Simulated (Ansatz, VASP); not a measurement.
**Two plane-wave programs on TiH**

File INCAR:

```
PREC = Accurate ; ENCUT = 520
EDIFF = 1E-6 ; ISMEAR = 0
SIGMA = 0.15 ; LREAL = False
LASPH = True ; NELM = 100
ALGO = Normal ; ISIF = 2
LWAVE = False ; LCHARG = True
GGA = CA ; LELF = True
LVHAR = True ; NBANDS = 14
```

The input KPOINTS:

```
Automatic mesh
0
Gamma
  18 18 18
```

Contents of POSCAR:

```
TiH
1.0
    0.0000000000      2.0516219871      2.0516219871
    2.0516219871      0.0000000000      2.0516219871
    2.0516219871      2.0516219871      0.0000000000
Ti H
1 1
Direct
   -0.0001909149      0.0001909149      0.0001909149
    0.5090659976      0.4909340024      0.4909340024
```

Input for Ansatz:

```yaml
crystal:
  lattice:
    - [0.0, 2.0516219871, 2.0516219871]
    - [2.0516219871, 0.0, 2.0516219871]
    - [2.0516219871, 2.0516219871, 0.0]
  atoms:
    - { symbol: Ti, position: [-0.0001909149, 0.0001909149, 0.0001909149] }
    - { symbol: H, position: [0.5090659976, 0.4909340024, 0.4909340024] }
basis:
  ecutwfc: 520.0
kpoints:
  mp_grid: { grid: [18, 18, 18] }
hamiltonian:
  xc: lda
scf:
  occupations: { method: gaussian, width: 0.15 }
output:
  forces: true
  stress: true
  eigenvalues: true
  write_density: true
  write_potential: true
  elf: true
  volumetric_format: npy
```

Change from the starting cell: mode 4 frozen in at -0.037 Å and mode 5 at +0.000 Å (largest displacements).

Alike in both runs: task single point; functional LDA; k mesh 18 × 18 × 18; occupations gaussian, width 0.15 eV; no spin polarisation.

```csv
,VASP,Ansatz
version,VASP 6.6.1,Ansatz 0.2.0
potentials or method,"VASP PAW LDA potentials, release 64 (Ti_sv, H)","scalar-relativistic, plane waves, PAW"
plane-wave cutoff (eV),520,520
valence electrons in the cell,13,13
```

|  | VASP | Ansatz | Ansatz less VASP |
| --- | --- | --- | --- |
| gap on the k mesh at the Fermi level (eV) | none | none | - |
| pressure (GPa) | 0.2 | 0.1 | -0.11 |
| largest component of the traceless stress (GPa) | 0.25 | 0.25 | 0.000 |
| rms of the force components (eV/Å) | 0.074 | 0.074 | -0.0006 |

Atom by atom the forces differ by 0.001 eV/Å (rms over components). A gap of «none» marks a metal or a gap that the smearing closes.
